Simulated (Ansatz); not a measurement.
Ansatz input

```yaml
crystal:
  lattice:
    - [-4.3885480421, 4.0325857893, 1.4167441642]
    - [4.0325857893, -4.3885480421, 1.4167441642]
    - [3.5880382323, 3.5880382323, -2.0686896823]
  atoms:
    - { symbol: Se, position: [0.0804441957, 0.9195558043, 1.0] }
    - { symbol: Se, position: [0.6695558043, 0.3304441957, 0.5] }
hamiltonian:
  xc: rpbe
  pseudopotentials:
    kind: paw
    azcp:
      Se: "pseudopotentials/Se.paw.azcp"
basis:
  ecutwfc: 420
  fft_grid_basis: typed
kpoints:
  mp_grid: { grid: [21, 21, 11], shift: [0, 0, 0] }
magnetization:
  spin_polarized: false
scf:
  occupations: { method: fermi_dirac, width: 0.1 }
output:
  write_density: true
  write_potential: true
  elf: true
  volumetric_format: npy
```

and its output:

```
Engine: ansatz 0.2.0, aarch64-unknown-linux-gnu
Pseudopotentials: kind: paw
Pseudopotential: Se, paw, valence charge 16, recommended cutoff 420 eV (normal) 
Functional definition: RPBE
  parameter kappa = 0.804
  parameter beta = 0.06672455060314922
  exchange = rpbe_x(kappa = kappa, mu = beta*pi^2/3)
  correlation = pbe_c(beta = beta)
Crystal: 2 atoms, lattice volume = 79.414 Å³
Basis set: ecut = 420 eV, 1545 PW (Γ)
Bands: 20, of which v1, the nominal top of the filled ones, is band 16 counted from 1 (15 counted from 0)
Symmetry: 4 space group operations
Space group: C2/c (ITA 15), of the structure as read, at distance tolerance 4.3e-5 Å
k-points: 1276 of 4851
Non-local potential: Se, projectors of the file, l = 0: 2, l = 1: 2, l = 2: 3, l = 3: 1
PAW form: soft (Blöchl's): semilocal exchange-correlation on the pseudo side does not see the compensation charge
PAW frozen core: Se, regenerated for the run's functional, and the local potential with it (the file was generated under x = pbe(κ = 0.804, μ = 0.2195149727645171), c = pbe(β = 0.06672455060314922))
PAW one-centre angular grid: Se, 590 points (default); XC on 64 Gauss nodes
Initial density: superposition of atomic densities (neutral atoms: chi_scale 0, normalization atom), corrected by the library's trained network
Initial wavefunctions: pseudopotential atomic-orbital guess
Functional: x = rpbe, c = pbe(β = 0.06672455060314922)
SCF iter   1: F=—  HF=-10949.980368 eV  |F-HF|=—  |Δ(HF+E_count)|=         —  Δρ=2.21e-3  dr2=2.25e-3  ethr=1.77e-3  ⟨swp⟩=5.1  Hψ=117879  notcnv=0
SCF iter   2: F=—  HF=-10949.981080 eV  |F-HF|=—  |Δ(HF+E_count)|=   7.11e-4  Δρ=3.83e-4  dr2=1.24e-4  ethr=7.04e-6  ⟨swp⟩=3.0  Hψ=61267  notcnv=0
SCF iter   3: F=—  HF=-10949.981042 eV  |F-HF|=—  |Δ(HF+E_count)|=   3.73e-5  Δρ=1.03e-4  dr2=1.02e-5  ethr=3.87e-7  ⟨swp⟩=2.0  Hψ=46046  notcnv=0
SCF iter   4: F=—  HF=-10949.981024 eV  |F-HF|=—  |Δ(HF+E_count)|=   1.79e-5  Δρ=4.84e-5  dr2=1.55e-6  ethr=3.20e-8  ⟨swp⟩=2.0  Hψ=46071  notcnv=0
iter 5 did not close the SCF: its close was put off for the readings that it lacked (scf_convergence_deferred on its scf_iter line)
SCF iter   5: F=-10949.981024 eV  HF=-10949.981024 eV  |F-HF|=3.16e-8  |Δ(HF+E_count)|=   3.50e-8  Δρ=1.03e-5  dr2=6.08e-8  ethr=4.83e-9  ⟨swp⟩=2.0  Hψ=33200  notcnv=0
SCF iter   6: F=-10949.981024 eV  HF=-10949.981024 eV  |F-HF|=4.77e-10  |Δ(HF+E_count)|=   5.30e-8  Δρ=1.68e-6  dr2=3.22e-9  ethr=1.90e-10  ⟨swp⟩=1.1  Hψ=75699  notcnv=0
SCF 1 converged in 6 iterations: F = -10949.981024 eV  dr2 = 3.22e-9
SCF converged after 6 iterations
Free energy (F): -10949.981024 eV
Harris-Foulkes:  -10949.981024 eV  (|F-HF|=4.77e-10)
Internal energy: -10949.955915 eV  (E = F + TS)
E sigma→0 (E₀):  -10949.968470 eV
Entropy (-TS):   -0.025110 eV (-12.555 meV/atom)
Fermi energy:    3.322323 eV
--- Per-component energies (eV) ---
  E_band       = -933.831916
  E_kinetic    = 232.139785
  E_local      = -6918.677827  (includes V_loc(G=0)·N_el)
  E_nonlocal   = -1191.751682
  E_hartree    = 3349.701432
  E_xc         = -206.657337
  E_vxc        = -193.238521  (∫ρ·V_xc dr)
  E_paw        = -3835.229476  (= ΣΔE_a)
  E_vpaw       = 438.293448  (= ΣTr[D̂ρ^β])
  E_aug_tail   = -0.001176  (compensation charges beyond the density's cutoff)
  E_ewald      = -2378.930435
  E_core_change = -0.549198  (= ΣΔE_core)
  E_smearing   = -0.025110  (= −TS)
  E_closure    = 0.000000  (closes the sum)
  Σ components = -10949.981024   (vs F -10949.981024, Δ=0.00e0)
--- Band table (eV; the first three rows and the last of 1276) ---
  k-point 0: bands = ["-45.0459", "-45.0209", "-45.0085", "-45.0039", "-44.9102", "-44.8865", "-44.8238", "-44.8217", "-44.8078", "-44.8029", "-12.0757", "-8.4199", "-2.7224", "0.4075", "1.2427", "4.7845", "5.0848", "7.2458", "7.4709", "11.4053"]
  k-point 1: bands = ["-45.0454", "-45.0206", "-45.0096", "-45.0043", "-44.9094", "-44.8868", "-44.8238", "-44.8218", "-44.8076", "-44.8030", "-12.0278", "-8.5552", "-2.6224", "0.5771", "1.1361", "4.8222", "5.0176", "7.1786", "7.6882", "10.7642"]
  k-point 2: bands = ["-45.0438", "-45.0196", "-45.0127", "-45.0053", "-44.9072", "-44.8877", "-44.8236", "-44.8219", "-44.8072", "-44.8031", "-11.8850", "-8.9143", "-2.3608", "0.8368", "1.0708", "4.8906", "4.9503", "6.9891", "8.1689", "9.8625"]
  k-point 1275: bands = ["-45.0332", "-45.0281", "-45.0138", "-45.0113", "-44.8970", "-44.8939", "-44.8228", "-44.8225", "-44.8051", "-44.8044", "-10.9190", "-10.4488", "-1.2225", "-0.7164", "3.7476", "4.6285", "5.6790", "6.0192", "9.2758", "9.3378"]
```
